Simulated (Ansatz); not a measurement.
**CaO (Fm-3m), a vibration from a frozen displacement**

Theory: DFT PBE, scalar-relativistic, plane waves, PAW (Ansatz). The runs took a 420 eV cutoff, a Γ-centred 8×8×8 mesh and Gaussian smearing (0.05 eV). No spin polarisation. Energies are free energies at this smearing, counted from the undisturbed cell; pressure is positive in compression.

The undisturbed cell (as given, not relaxed at this level; it stands at -4.0 GPa):

```
Ca O
1.0
     0.00000    2.44900    2.44900
     2.44900    0.00000    2.44900
     2.44900    2.44900    0.00000
Ca O
1 1
Cartesian
  0.0000 0.0000 0.0000
  2.4490 2.4490 2.4490
```

Every Ca atom is moved by x along the Cartesian unit vector (1.000, 0.000, 0.000); the cell and all other atoms stay fixed. The cell's volume is 29.38 Å³; the moved atoms weigh 40.078 u together and the others 15.999 u. Some rows repeat others by symmetry and weren't run.

| x (Å) | ΔE (meV/cell) | total force on the moved atoms along the move (eV/Å) | pressure (GPa) |
| --- | --- | --- | --- |
| -0.5000 | 544.04 | 3.3569 | 7.6662 |
| -0.4375 | 364.45 | 2.4309 | 4.3862 |
| -0.3750 | 235.59 | 1.7252 | 1.8069 |
| -0.3125 | 145.15 | 1.1946 | -0.1793 |
| -0.2500 | 83.40 | 0.8013 | -1.6666 |
| -0.1875 | 42.81 | 0.5126 | -2.7356 |
| -0.1250 | 17.73 | 0.3002 | -3.4506 |
| -0.0625 | 4.24 | 0.1377 | -3.8600 |
| 0.0000 | 0.00 | 0.0000 | -3.9927 |
| 0.0625 | 4.24 | -0.1377 | -3.8600 |
| 0.1250 | 17.73 | -0.3002 | -3.4506 |
| 0.1875 | 42.81 | -0.5126 | -2.7356 |
| 0.2500 | 83.40 | -0.8013 | -1.6666 |
| 0.3125 | 145.15 | -1.1946 | -0.1793 |
| 0.3750 | 235.59 | -1.7252 | 1.8069 |
| 0.4375 | 364.45 | -2.4309 | 4.3862 |
| 0.5000 | 544.04 | -3.3569 | 7.6662 |

**Question.** What frequency belongs to this motion?

**Answer.** The force constant is k = −dF/dx = 2.203 eV/Å², from the parabola through x = -0.0625, 0 and 0.0625. In every cell the moved atoms swing against the rest, so the mass is μ = m₁m₂/(m₁ + m₂) = 11.434 u, and ν̃ = 521.5 cm⁻¹ × √(|k|/μ) = 229 cm⁻¹, at this cell's pressure of -4.0 GPa. To first order in x, and within 1 %, the force on every atom lies along the move and, within each of the two groups, in proportion to the atom's mass, so this is itself a mode at the zone centre of this cell, taken without macroscopic field (the transverse frequency in a polar insulator).

**Question.** How far does the harmonic law reach?

**Answer.** At x = -0.500 Å, kx²/2 = 275.40 meV against the computed 544.04 meV (+97.5 %): the well stiffens in this direction at large amplitude.

**Question.** The pressure changes with x². What does that say about the frequency under compression?

**Answer.** With E = k(V)x²/2, k ∝ V^(−2γ) and x scaling with the cell as V^(1/3), P − P0 = −∂E/∂V = (2γ − 2/3) ΔE/V. At x = 0.1250 Å, V(P − P0) = 29.38 × 0.54211 / 160.2 eV = 99.40 meV and ΔE = 17.73 meV, so γ = 1/3 + V(P − P0)/(2ΔE) = 3.14. This is the Grüneisen parameter of the motion under uniform scaling of the cell: shrinking the cell evenly by 1 % in volume raises the frequency by about 3.14 %.